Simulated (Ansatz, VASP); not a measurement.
BeTe in VASP and in Ansatz

File INCAR:

```
SYSTEM = BeTe
ALGO = Normal
EDIFF = 1E-7
EDIFFG = -0.02
ENCUT = 600
GGA = PE
IBRION = 2
ISIF = 3
ISMEAR = -1
LASPH = .True.
LCHARG = .False.
LREAL = .False.
LWAVE = .False.
NELM = 80
NSW = 80
PREC = Accurate
SIGMA = 0.05
```

The input KPOINTS:

```
k-points
0
Gamma
  8 8 8
  0 0 0
```

File POSCAR:

```
BeTe
1.0
    0.0000000000      2.7700000000      2.7700000000
    2.7700000000      0.0000000000      2.7700000000
    2.7700000000      2.7700000000      0.0000000000
Te Be
1 1
Direct
    0.7500000000      0.7500000000      0.7500000000
    0.0000000000      0.0000000000      0.0000000000
```

Contents of input.yaml:

```yaml
crystal:
  lattice:
    - [0.0, 2.77, 2.77]
    - [2.77, 0.0, 2.77]
    - [2.77, 2.77, 0.0]
  atoms:
    - { symbol: Te, position: [0.75, 0.75, 0.75] }
    - { symbol: Be, position: [0.0, 0.0, 0.0] }
kpoints:
  mp_grid: { grid: [8, 8, 8] }
scf:
  occupations: { method: fermi_dirac, width: 0.05 }
hamiltonian:
  xc: pbe
  pseudopotentials: { kind: all_electron, lapw: { basis_error: 0.001 } }
output:
  forces: true
  stress: true
relax:
  f_tol: 0.02
  max_steps: 60
  cell: {}
```

Alike in both runs: task relaxation of cell and atoms; functional PBE; k mesh 8 × 8 × 8; occupations fermi-dirac, width 0.05 eV; no spin polarisation.

|  | VASP | Ansatz |
| --- | --- | --- |
| version | VASP 6.6.1 | Ansatz 0.2.0 |
| potentials or method | VASP PAW PBE potentials, release 64 (Te, Be) | all-electron LAPW, scalar-relativistic |
| plane-wave cutoff (eV) | 600 | see its input |

Ansatz gave:

```
relaxed volume (Å³/atom)                                     : 22.71
relaxed cell length with the largest relative difference (Å) : 4.005
energy change over the relaxation (meV/atom)                 : -18
```

Which values does VASP return?

Relaxed volume (Å³/atom): 22.76; relaxed cell length with the largest relative difference (Å): 4.008; energy change over the relaxation (meV/atom): -20.

Ansatz ran all-electron here, so the differences hold the error of VASP's frozen core and of both bases.

 Zero-point motion and thermal expansion aren't in these numbers. A k mesh can miss the band edges.
